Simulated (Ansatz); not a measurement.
**BaTe under changes of volume**

One of the cells (39.652 Å³/atom); the others are scaled copies at fixed shape and fractional positions:

```xyz
2
Lattice="0.0000 3.4100 3.4100 3.4100 0.0000 3.4100 3.4100 3.4100 0.0000" Properties=species:S:1:pos:R:3 pbc="T T T"
Ba    0.0000    0.0000    0.0000
Te    3.4100    3.4100    3.4100
```

```yaml
Program: Ansatz 0.2.0
Functional: LDA
Potentials_or_basis: all-electron LAPW, scalar-relativistic
Cutoff: 136 eV (chosen from the basis error)
Basis_error_allowed: 0.001 eV/atom
k_mesh: 7 × 7 × 7
Occupations: fermi-dirac, width 0.05 eV
Spin: no spin polarisation
```

| volume (Å³/atom) | energy over the lowest point (meV/atom) | pressure (GPa) | gap on the mesh (eV) |
| --- | --- | --- | --- |
| 37.273 | ? | ? | ? |
| 38.066 | 17.57 | 2.5 | 1.27 |
| 38.859 | 7.60 | 1.6 | 1.32 |
| 39.652 | 1.89 | 0.8 | 1.36 |
| 40.445 | 0.00 | 0.0 | 1.41 |
| 41.238 | 1.55 | -0.6 | 1.45 |
| 42.031 | 6.19 | -1.2 | 1.49 |

Problem. What does the run at 37.273 Å³/atom give?

Solution. Energy over the lowest point 32.27 meV/atom; pressure 3.5 GPa; gap on the mesh 1.21 eV.

Worked out: A Birch-Murnaghan fit of order 3 (a polynomial in V^(-2/3)) to the other rows has its minimum at 40.47 Å³/atom with B0 = V·E''(V) = 35 GPa and B' = 4.4. It gives 32.28 meV/atom at 37.273 Å³/atom, against the run's 32.27, and -dE/dV = 3.5 GPa, against 3.5. A straight line through the other rows of the gap, of slope 2.22 eV per unit of ln V, extrapolates to 1.23 eV, against the run's 1.21.

Energies are extrapolated to zero smearing.

Caveats: spin-orbit coupling is left out, which moves the levels of the heavy elements; an odd mesh through Γ misses points on the zone boundary, where band edges often lie.
